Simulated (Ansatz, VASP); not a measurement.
This is a calculation of WC for Ansatz 0.2.0. The cell comes from a database or a generator and needn't be the stable form of this composition.

File input.yaml:

```yaml
crystal:
  lattice:
    - [0.0, 2.3021091, 2.3021091]
    - [2.3021091, 0.0, 2.3021091]
    - [2.3021091, 2.3021091, 0.0]
  atoms:
    - { symbol: W, position: [0.0, 0.0, 0.0] }
    - { symbol: C, position: [0.75, 0.75, 0.75] }
hamiltonian:
  xc: pbe
  pseudopotentials: { kind: paw }
kpoints:
  mp_grid: { grid: [10, 10, 10] }
scf:
  occupations: { method: fermi_dirac, width: 0.05 }
output:
  forces: true
  stress: true
  eigenvalues: true
```

Potentials or basis: Ansatz PAW.

Command:

```bash
$ ansatz run input.yaml --threads 1 --pin off --max-ram 3584MiB --backend cpu --events-out ev --progress --plain --runs-dir out
```

Task: What does the same run look like in VASP 6.6.1? Potentials or basis there: PBE PAW files C, W_sv, 520 eV.

Result: As run (cutoffs and basis follow the program's own potentials, and thresholds, step limits or extra output files can differ):

INCAR

```
ALGO = Normal ; EDIFF = 1E-7
ENCUT = 520 ; GGA = PE
ISIF = 2 ; ISMEAR = -1
LASPH = T ; LCHARG = F
LREAL = F ; LWAVE = F
NBANDS = 16 ; NELM = 80
PREC = Accurate ; SIGMA = 0.05
```

File KPOINTS:

```
k-points
0
Gamma
  10 10 10
```

Contents of POSCAR:

```
WC
1.0
    0.0000000000      2.3021091000      2.3021091000
    2.3021091000      0.0000000000      2.3021091000
    2.3021091000      2.3021091000      0.0000000000
W C
1 1
Direct
    0.0000000000      0.0000000000      0.0000000000
    0.7500000000      0.7500000000      0.7500000000
```

Potentials or basis: VASP PAW PBE potentials, release 64 (W_sv, C).

Run with:

```sh
$ cat potpaw_PBE.64/W_sv/POTCAR potpaw_PBE.64/C/POTCAR > POTCAR
$ mpirun -np 1 vasp_std > vasp.out
```

Both were run:

|  | Ansatz | VASP |
| --- | --- | --- |
| Pressure | 18.0 GPa | 18.9 GPa |

Ansatz's pressure holds a Pulay term of +0.27 GPa for its cutoff of 420 eV, which the other run lacks.

Where Ansatz's input types no cutoff or centring, it takes its own default and a Γ-centred mesh.

The cell lies far from this level's equilibrium.

Pressure is positive in compression.
